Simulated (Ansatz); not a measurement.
Crystal: PbSe (Clausthalite).

```
Pb Se
1.0
     0.00000    3.06065    3.06065
     3.06065    0.00000    3.06065
     3.06065    3.06065    0.00000
Pb Se
1 1
Direct
  0.00000 0.00000 0.00000
  0.50000 0.50000 0.50000
```

Program: Ansatz 0.2.0. Alike in all runs: potentials or basis Ansatz PAW; cell as given; cutoff (eV) 420.

Question: Order these runs on this cell by their pressure, lowest first.
A. level LDA; spin SOC, no magnetisation; k mesh 6 × 6 × 6; smearing fermi-dirac 0.05 eV; points for each segment of the path 14
B. level RPBE; spin off; k mesh 8 × 8 × 8; smearing fermi-dirac 0.05 eV; points for each segment of the path 14
C. level PBEsol; spin SOC, no magnetisation; k mesh 6 × 6 × 6; smearing fermi-dirac 0.05 eV; points for each segment of the path 14
D. level PBE; spin off; k mesh 8 × 8 × 8; smearing gaussian 0.1 eV

Answer: A (-2.7 GPa), C (-1.1 GPa), D (2.4 GPa), B (4.2 GPa).

Caveats: the PAW data sets come from PBE, with cores solved anew for the run's functional, which leaves a small shift of forces and pressure (some runs).
